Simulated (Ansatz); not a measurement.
# Copper, dhcp under PBEsol: from relaxation to bulk modulus

Aim: take copper in the dhcp structure, relax it, solve it on a dense k-mesh, then scale the cell to 7 volumes from 88 to 112 % of the relaxed one and try a fit of the equation of state. Spin polarisation is left out. The k-meshes are 14×14×4 for the relaxation; 19×19×5 for the dense run; 16×16×5 for the volumes.

Computed with Ansatz 0.2.0 (DFT PBEsol, plane waves (420 eV) with PAW, scalar-relativistic; the PAW data stem from PBE, with regenerated cores, unless a step says otherwise).

**1. Starting point**

The structure is hexagonal, space group P6_3/mmc (No. 194). The conventional cell has a = 2.556 Å, b = 2.556 Å, c = 8.348 Å, α = 90.00°, β = 90.00°, γ = 120.00°. Around Cu (site symmetry -3m) lie 12 Cu at 2.56 Å. Cu (site symmetry -6m2) is surrounded by 12 Cu at 2.56 Å.

Coordinates:

```cif
data_structure
_symmetry_space_group_name_H-M 'P 1'
_symmetry_Int_Tables_number 1
_cell_length_a 2.5562
_cell_length_b 2.5562
_cell_length_c 8.3484
_cell_angle_alpha 90.000
_cell_angle_beta 90.000
_cell_angle_gamma 120.000
_cell_volume 47.24
loop_
_atom_site_label
_atom_site_type_symbol
_atom_site_fract_x
_atom_site_fract_y
_atom_site_fract_z
_atom_site_occupancy
Cu1 Cu 0.00000 0.00000 0.00000 1
Cu2 Cu 0.00000 0.00000 0.50000 1
Cu3 Cu 0.33333 0.66667 0.25000 1
Cu4 Cu 0.66667 0.33333 0.75000 1
```

**2. Relaxing cell and atoms**

input.yaml

```yaml
crystal:
  lattice:
    - [2.5561591618, 0.0, 0.0]
    - [-1.2780795809, 2.2136987702, 0.0]
    - [0.0, 0.0, 8.3484158223]
  atoms:
    - { symbol: Cu, position: [0.0, 0.0, 0.0] }
    - { symbol: Cu, position: [0.0, 0.0, 0.5] }
    - { symbol: Cu, position: [0.3333333333, 0.6666666667, 0.25] }
    - { symbol: Cu, position: [0.6666666667, 0.3333333333, 0.75] }
hamiltonian:
  xc: pbesol
  pseudopotentials:
    kind: paw
    azcp:
      Cu: "pseudopotentials/Cu.paw.azcp"
basis:
  ecutwfc: 420
  fft_grid_basis: typed
kpoints:
  mp_grid: { grid: [14, 14, 4], shift: [0, 0, 0] }
magnetization:
  spin_polarized: false
scf:
  occupations: { method: fermi_dirac, width: 0.1 }
relax:
  max_steps: 60
  f_tol: 0.01
  cell: {}
output:
  write_density: true
  write_potential: true
  elf: true
  volumetric_format: npy
```

The log of the run (excerpt; [...] marks lines left out):

```text
Warning: <dir> the record states the generating functional pbe (its physics header spells it `PBE`), which answers neither for hamiltonian.xc's functional nor for the pbesol family's — results may be inconsistent (PPs are generated against a specific XC)
Warning: RAYON_NUM_THREADS=2 ignored (pool sized by the plan → 2); use --threads N
[...]
Pseudopotentials: kind: paw
Pseudopotential: Cu, paw, valence charge 19, recommended cutoff 420 eV (normal), <dir>
Functional definition: PBEsol
[...]
Crystal: 4 atoms, lattice volume = 47.240 Å³
Basis set: ecut = 420 eV, 945 PW (Γ), exchange–correlation on 36×36×120 points (8 copies of the dense FFT grid, shifted against one another)
Bands: 46, of which v1, the nominal top of the filled ones, is band 38 counted from 1 (37 counted from 0)
Symmetry: 24 space group operations
Space group: P63/mmc (ITA 194), of the structure as read, at distance tolerance 3.6e-5 Å
k-points: 72 of 784
[...]
SCF iter   1: F=—  HF=-26355.075033 eV  |F-HF|=—  |Δ(HF+E_count)|=         —  Δρ=2.15e-2  dr2=1.15e-1  ethr=1.77e-3  ⟨swp⟩=5.2  Hψ=10329  notcnv=0  defer=93
[...]
relax step   1: F+E_penalty+E_count = -26355.04897396 eV  Δ(F+E_penalty+E_count) = +0.000e0 eV  max|allowed force component| = 9.252e-18 eV/Å  Δτ_max = 0.0000 Å  P = -6.334 GPa  Ω = 47.240 Å³  (8 SCF iters, dr2 threshold 1.00e-7 eV, accepted)
[...]
relax step   5: F+E_penalty+E_count = -26355.08902324 eV  Δ(F+E_penalty+E_count) = +1.616e-3 eV  max|allowed force component| = 5.782e-19 eV/Å  Δτ_max = 0.0000 Å  P = +0.026 GPa  Ω = 45.289 Å³  stress off target by 2.94e-2 GPa  SCF on the basis re-selected at this cell (its energy is not [...]
SCF converged after 7 iterations
Free energy (F): -26355.089023 eV
[...]
E sigma→0 (E₀):  -26355.065938 eV
Entropy (-TS):   -0.046171 eV (-11.543 meV/atom)
Fermi energy:    17.458792 eV
[...]
--- Forces (eV/Å), atoms counted from 1 ---
  atom   1  Cu     0.00000000    -0.00000000     0.00000000
  atom   2  Cu     0.00000000    -0.00000000     0.00000000
  atom   3  Cu     0.00000000     0.00000000    -0.00000000
  atom   4  Cu     0.00000000     0.00000000     0.00000000
[...]
--- Stress (GPa, compression-positive) ---
        0.024910       0.000000       0.000000
       -0.000000       0.024910       0.000000
        0.000000       0.000000       0.029378
  P = ⅓ Tr σ = 0.0264 GPa (0.264 kbar)
--- Band table (eV; the first three rows and the last of 72) ---
[...]
--- Relaxed structure (4 steps of the walk, 4 accepted, 1 SCFs on fresh bases) ---
  F+E_penalty+E_count = -26355.08902324 eV   max|allowed force component| = 5.782e-19 eV/Å   (the final SCF, on the basis selected at the relaxed cell)
  cell:  # Å, volume = 45.2894 Å³
    - [2.52028186649788, 0.0, -7.263126522030018e-34]
    - [-1.26014093324894, 2.182628121084425, -1.1403369334124926e-18]
    - [-2.3721371220743907e-33, -4.300497893269493e-18, 8.233178420173818]
  atoms:
    - { symbol: Cu, position: [-1.2349186164468873e-36, -3.600950197751049e-35, 7.719840304184521e-36] }
    - { symbol: Cu, position: [9.62964972193618e-35, 1.925929944387236e-34, 0.5] }
    - { symbol: Cu, position: [0.3333333333333333, 0.6666666666666669, 0.25] }
    - { symbol: Cu, position: [0.6666666666666667, 0.33333333333333337, 0.7500000000000002] }
```

Run time: 19 s. Hardware: 2 threads of Intel Xeon Platinum 8488C (Sapphire Rapids), shared host; peak memory 0.5 GiB.

Relaxation path:

```tsv
step	energy change (meV/atom)	largest force (eV/Å)	pressure (GPa)	volume (Å³/atom)
1	0.00	0.0000	-6.33	11.810
2	-8.00	0.0000	-3.13	11.547
3	-10.41	0.0000	0.30	11.301
4	-10.42	0.0000	-0.01	11.322
5	-10.01	0.0000	0.03	11.322
```

Steps that repeat a cell are solved on a basis chosen anew, so their changes of energy are no gain of the relaxation.

Changes in the cell that was computed:

|  | before | after | change |
| --- | --- | --- | --- |
| a (Å) | 2.556 | 2.520 | -1.4 % |
| b (Å) | 2.556 | 2.520 | -1.4 % |
| c (Å) | 8.348 | 8.233 | -1.4 % |
| volume (Å³/atom) | 11.810 | 11.322 | -4.1 % |
| shortest distance (Å) | 2.556 | 2.520 | -1.4 % |
| space group (spins left aside) | P6_3/mmc | P6_3/mmc | same |

**3. Dense single point**

input.yaml

```yaml
crystal:
  lattice:
    - [2.5202818665, 0.0, 0.0]
    - [-1.2601409332, 2.1826281211, 0.0]
    - [0.0, 0.0, 8.2331784202]
  atoms:
    - { symbol: Cu, position: [1.0, 1.0, 0.0] }
    - { symbol: Cu, position: [1.0, 1.0, 0.5] }
    - { symbol: Cu, position: [0.3333333333, 0.6666666667, 0.25] }
    - { symbol: Cu, position: [0.6666666667, 0.3333333333, 0.75] }
hamiltonian:
  xc: pbesol
  pseudopotentials:
    kind: paw
    azcp:
      Cu: "pseudopotentials/Cu.paw.azcp"
basis:
  ecutwfc: 420
  fft_grid_basis: typed
kpoints:
  mp_grid: { grid: [19, 19, 5], shift: [0, 0, 0] }
magnetization:
  spin_polarized: false
scf:
  occupations: { method: fermi_dirac, width: 0.1 }
output:
  write_density: true
  write_potential: true
  elf: true
  volumetric_format: npy
```

The log of the run (excerpt; [...] marks lines left out):

```text
Warning: <dir> the record states the generating functional pbe (its physics header spells it `PBE`), which answers neither for hamiltonian.xc's functional nor for the pbesol family's — results may be inconsistent (PPs are generated against a specific XC)
Warning: RAYON_NUM_THREADS=2 ignored (pool sized by the plan → 2); use --threads N
[...]
Pseudopotentials: kind: paw
Pseudopotential: Cu, paw, valence charge 19, recommended cutoff 420 eV (normal), <dir>
Functional definition: PBEsol
[...]
Crystal: 4 atoms, lattice volume = 45.289 Å³
Basis set: ecut = 420 eV, 909 PW (Γ)
Bands: 46, of which v1, the nominal top of the filled ones, is band 38 counted from 1 (37 counted from 0)
Symmetry: 24 space group operations
Space group: P63/mmc (ITA 194), of the structure as read, at distance tolerance 3.6e-5 Å
k-points: 120 of 1805
[...]
SCF iter   1: F=—  HF=-26355.120561 eV  |F-HF|=—  |Δ(HF+E_count)|=         —  Δρ=2.17e-2  dr2=1.11e-1  ethr=1.77e-3  ⟨swp⟩=5.2  Hψ=17218  notcnv=0  defer=156
[...]
SCF iter   7: F=-26355.095047 eV  HF=-26355.095047 eV  |F-HF|=6.92e-8  |Δ(HF+E_count)|=   7.76e-8  Δρ=1.10e-5  dr2=5.43e-8  ethr=1.32e-10  ⟨swp⟩=7.0  Hψ=16698  notcnv=0
[...]
SCF converged after 7 iterations
Free energy (F): -26355.095047 eV
[...]
E sigma→0 (E₀):  -26355.075492 eV
Entropy (-TS):   -0.039110 eV (-9.777 meV/atom)
Fermi energy:    17.529643 eV
[...]
--- Band table (eV; the first three rows and the last of 120) ---
[...]
```

Wall time 6.3 s (2 threads of Intel Xeon Platinum 8488C (Sapphire Rapids), shared host); peak memory 0.5 GiB.

Density in a lattice plane of the grid's cell (edges 2.52 and 8.23 Å, at 0.000 of the third edge), which holds Cu.

Ten even steps from '0' (0.22 e/Å³) to '9' (69.94 e/Å³):
```
21000001
00000000
00000000
00000000
00000000
00000000
00000000
00000000
21000001
94000004
21000001
00000000
00000000
00000000
00000000
00000000
00000000
00000000
21000001
94000004
```
Columns run along the first of these edges and rows up along the second, over one cell in 8 and 20 even steps from the bottom left corner. Atoms in the plane (fractional): Cu at (0.00, 0.00), Cu at (0.00, 0.50).

ELF in the same plane.

Ten even steps from ' ' (0.17) to '@' (0.93):
```
==::          ::
        ..      
  ..          ..
....          ..
..              
....          ..
  ..          ..
        ..      
==::          ::
@@**..      ..**
==::          ::
        ..      
  ..          ..
....          ..
..              
....          ..
  ..          ..
        ..      
==::          ::
@@**..      ..**
```
Columns run along the first of these edges and rows up along the second, over one cell in 8 and 20 even steps from the bottom left corner. Atoms in the plane (fractional): Cu at (0.00, 0.00), Cu at (0.00, 0.50).

Both are smooth fields of the valence electrons: close to the nuclei they are not physical.

**4. The cell scaled to 88 % of its volume**

input.yaml

```yaml
crystal:
  lattice:
    - [2.4151457161, 0.0, 0.0]
    - [-1.2075728581, 2.091577544, 0.0]
    - [0.0, 0.0, 7.8897229138]
  atoms:
    - { symbol: Cu, position: [1.0, 1.0, 0.0] }
    - { symbol: Cu, position: [1.0, 1.0, 0.5] }
    - { symbol: Cu, position: [0.3333333333, 0.6666666667, 0.25] }
    - { symbol: Cu, position: [0.6666666667, 0.3333333333, 0.75] }
hamiltonian:
  xc: pbesol
  pseudopotentials:
    kind: paw
    azcp:
      Cu: "pseudopotentials/Cu.paw.azcp"
basis:
  ecutwfc: 420
  fft_grid_basis: typed
kpoints:
  mp_grid: { grid: [16, 16, 5], shift: [0, 0, 0] }
magnetization:
  spin_polarized: false
scf:
  occupations: { method: fermi_dirac, width: 0.1 }
  lower_state_search: "off"
output:
  stress: true
```

The log of the run (excerpt; [...] marks lines left out):

```text
Warning: <dir> the record states the generating functional pbe (its physics header spells it `PBE`), which answers neither for hamiltonian.xc's functional nor for the pbesol family's — results may be inconsistent (PPs are generated against a specific XC)
Warning: RAYON_NUM_THREADS=2 ignored (pool sized by the plan → 2); use --threads N
[...]
Pseudopotentials: kind: paw
Pseudopotential: Cu, paw, valence charge 19, recommended cutoff 420 eV (normal), <dir>
Functional definition: PBEsol
[...]
Crystal: 4 atoms, lattice volume = 39.855 Å³
Basis set: ecut = 420 eV, 741 PW (Γ)
Bands: 43, of which v1, the nominal top of the filled ones, is band 38 counted from 1 (37 counted from 0)
Symmetry: 24 space group operations
Space group: P63/mmc (ITA 194), of the structure as read, at distance tolerance 3.4e-5 Å
k-points: 90 of 1280
[...]
SCF iter   1: F=—  HF=-26354.673198 eV  |F-HF|=—  |Δ(HF+E_count)|=         —  Δρ=2.16e-2  dr2=9.29e-2  ethr=1.77e-3  ⟨swp⟩=5.4  Hψ=11790  notcnv=0
[...]
SCF iter   8: F=-26354.651753 eV  HF=-26354.651753 eV  |F-HF|=2.42e-9  |Δ(HF+E_count)|=   3.86e-8  Δρ=2.99e-6  dr2=3.89e-9  ethr=1.32e-10  ⟨swp⟩=4.3  Hψ=14588  notcnv=0
[...]
SCF converged after 8 iterations
Free energy (F): -26354.651753 eV
[...]
E sigma→0 (E₀):  -26354.630051 eV
Entropy (-TS):   -0.043404 eV (-10.851 meV/atom)
Fermi energy:    20.569142 eV
[...]
--- Stress (GPa, compression-positive) ---
       29.345729      -0.000000       0.000000
        0.000000      29.345729       0.000000
        0.000000       0.000000      29.592325
  P = ⅓ Tr σ = 29.4279 GPa (294.279 kbar)
```

It took 4.6 s on 2 threads of Intel Xeon Platinum 8488C (Sapphire Rapids), shared host; peak memory 0.45 GiB.

**5. The cell scaled to 92 % of its volume**

input.yaml, as its differences from that of step 4:

```diff
@@ -2,5 +2,5 @@
   lattice:
-    - [2.4151457161, 0.0, 0.0]
-    - [-1.2075728581, 2.091577544, 0.0]
-    - [0.0, 0.0, 7.8897229138]
+    - [2.4511979823, 0.0, 0.0]
+    - [-1.2255989911, 2.1227997224, 0.0]
+    - [0.0, 0.0, 8.0074973357]
   atoms:
```

The log of the run (excerpt; [...] marks lines left out):

```text
Warning: <dir> the record states the generating functional pbe (its physics header spells it `PBE`), which answers neither for hamiltonian.xc's functional nor for the pbesol family's — results may be inconsistent (PPs are generated against a specific XC)
Warning: RAYON_NUM_THREADS=2 ignored (pool sized by the plan → 2); use --threads N
[...]
Pseudopotentials: kind: paw
Pseudopotential: Cu, paw, valence charge 19, recommended cutoff 420 eV (normal), <dir>
Functional definition: PBEsol
[...]
Crystal: 4 atoms, lattice volume = 41.666 Å³
Basis set: ecut = 420 eV, 777 PW (Γ)
Bands: 43, of which v1, the nominal top of the filled ones, is band 38 counted from 1 (37 counted from 0)
Symmetry: 24 space group operations
Space group: P63/mmc (ITA 194), of the structure as read, at distance tolerance 3.5e-5 Å
k-points: 90 of 1280
[...]
SCF iter   1: F=—  HF=-26354.935558 eV  |F-HF|=—  |Δ(HF+E_count)|=         —  Δρ=2.16e-2  dr2=9.81e-2  ethr=1.77e-3  ⟨swp⟩=4.9  Hψ=11563  notcnv=0
[...]
SCF iter   8: F=-26354.912591 eV  HF=-26354.912591 eV  |F-HF|=1.67e-8  |Δ(HF+E_count)|=   8.28e-8  Δρ=4.36e-6  dr2=1.51e-8  ethr=1.32e-10  ⟨swp⟩=4.0  Hψ=14308  notcnv=0
[...]
SCF converged after 8 iterations
Free energy (F): -26354.912591 eV
[...]
E sigma→0 (E₀):  -26354.890711 eV
Entropy (-TS):   -0.043760 eV (-10.940 meV/atom)
Fermi energy:    19.445374 eV
[...]
--- Stress (GPa, compression-positive) ---
       17.145321      -0.000000       0.000000
       -0.000000      17.145321       0.000000
        0.000000       0.000000      17.313034
  P = ⅓ Tr σ = 17.2012 GPa (172.012 kbar)
```

Wall time 2.8 s (2 threads of Intel Xeon Platinum 8488C (Sapphire Rapids), shared host); peak memory 0.45 GiB.

[end of part 1 of 2]
